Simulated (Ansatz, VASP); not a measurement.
## Two plane-wave programs on PbSe

Contents of INCAR:

```
PREC = Accurate
ENCUT = 520
EDIFF = 1E-6
ISMEAR = 0
SIGMA = 0.1
LREAL = False
LASPH = True
NELM = 100
ALGO = Fast
ISIF = 2
LWAVE = False
LCHARG = False
GGA = PE
IVDW = 12
NBANDS = 28
```

File KPOINTS:

```
regular mesh
0
Gamma
  4 4 4
```

The input POSCAR:

```
PbSe
1.0
    2.1548765900     -6.1339473500      0.0000000000
    2.1548765900      6.1339473500      0.0000000000
    0.0000000000      0.0000000000      4.4504935700
Pb Se
2 2
Direct
    0.6317607300      0.3682392700      0.7500000000
    0.3682392700      0.6317607300      0.2500000000
    0.8612899600      0.1387100400      0.7500000000
    0.1387100400      0.8612899600      0.2500000000
```

Input for Ansatz:

```yaml
crystal:
  lattice:
    - [2.15487659, -6.13394735, 0.0]
    - [2.15487659, 6.13394735, 0.0]
    - [0.0, 0.0, 4.45049357]
  atoms:
    - { symbol: Pb, position: [0.63176073, 0.36823927, 0.75] }
    - { symbol: Pb, position: [0.36823927, 0.63176073, 0.25] }
    - { symbol: Se, position: [0.86128996, 0.13871004, 0.75] }
    - { symbol: Se, position: [0.13871004, 0.86128996, 0.25] }
basis:
  ecutwfc: 420
kpoints:
  mp_grid: { grid: [4, 4, 4] }
hamiltonian:
  xc: pbe
  dispersion: d3bj
scf:
  occupations: { method: gaussian, width: 0.1 }
output:
  forces: true
  stress: true
  eigenvalues: true
```

Measurements of this composition are mostly on another form, of space group No. 225.

Alike in both runs: task single point; functional PBE; dispersion D3(BJ); k mesh 4 × 4 × 4; occupations gaussian, width 0.1 eV; no spin polarisation.

|  | VASP | Ansatz |
| --- | --- | --- |
| version | VASP 6.6.1 | Ansatz 0.2.0 |
| potentials or method | VASP PAW PBE potentials, release 64 (Pb_d, Se) | scalar-relativistic, plane waves, PAW |
| plane-wave cutoff (eV) | 520 | 420 |
| valence electrons in the cell | 40 | 60 |

VASP gave:

| Property | Result |
| --- | --- |
| gap on the k mesh at the Fermi level (eV) | 1.20 |
| least direct gap on the mesh (eV) | 1.43 |
| pressure (GPa) | -1.0 |
| rms of the force components (eV/Å) | 0.049 |

**Question.** What did Ansatz give for the same quantities?

**Answer.** gap on the k mesh at the Fermi level (eV): 1.20; least direct gap on the mesh (eV): 1.44; pressure (GPa): -1.1; rms of the force components (eV/Å): 0.045.

Atom by atom the forces differ by 0.004 eV/Å (rms over components). The two sets of potentials don't hold the same shells in valence.

Caveats: spin-orbit coupling is left out, which as a rule narrows the gap of such compounds by several tenths of an eV. A k mesh can miss the band edges.
